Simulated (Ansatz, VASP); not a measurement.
# One calculation of Be, two programs

```
CELL_PARAMETERS angstrom
2.06156 0.00000 0.00000
0.00000 2.06156 0.00000
0.00000 0.00000 2.06156
ATOMIC_POSITIONS crystal
Be 0.00000 0.00000 0.00000
```

The cell was built by a generator and needn't be a form met in nature.

Alike in both runs: task relaxation of cell and atoms; functional PBEsol; k mesh 15 × 15 × 15; occupations fermi-dirac, width 0.1 eV; no spin polarisation.

|  | VASP | Ansatz |
| --- | --- | --- |
| version | VASP 6.6.1 | Ansatz 0.2.0 |
| potentials or method | VASP PAW PBE potentials, release 64 (Be) | plane waves (420 eV) with PAW, scalar-relativistic |
| plane-wave cutoff (eV) | 600 | 420 |
| valence electrons in the cell | 2 | 2 |

|  | VASP | Ansatz | Ansatz less VASP |
| --- | --- | --- | --- |
| relaxed volume (Å³/atom) | 10.19 | 10.15 | -0.036 |
| relaxed cell length with the largest relative difference (Å) | 2.168 | 2.165 | -0.0025 |
| energy change over the relaxation (meV/atom) | -58 | -56 | +2.2 |

Ansatz warned: «pseudo_functional_mismatch».

Caveats: the volume moved by over 15 % at a fixed basis, so the end points are rough; the PAW data sets were made with another functional, which shifts forces and pressure a little (VASP).
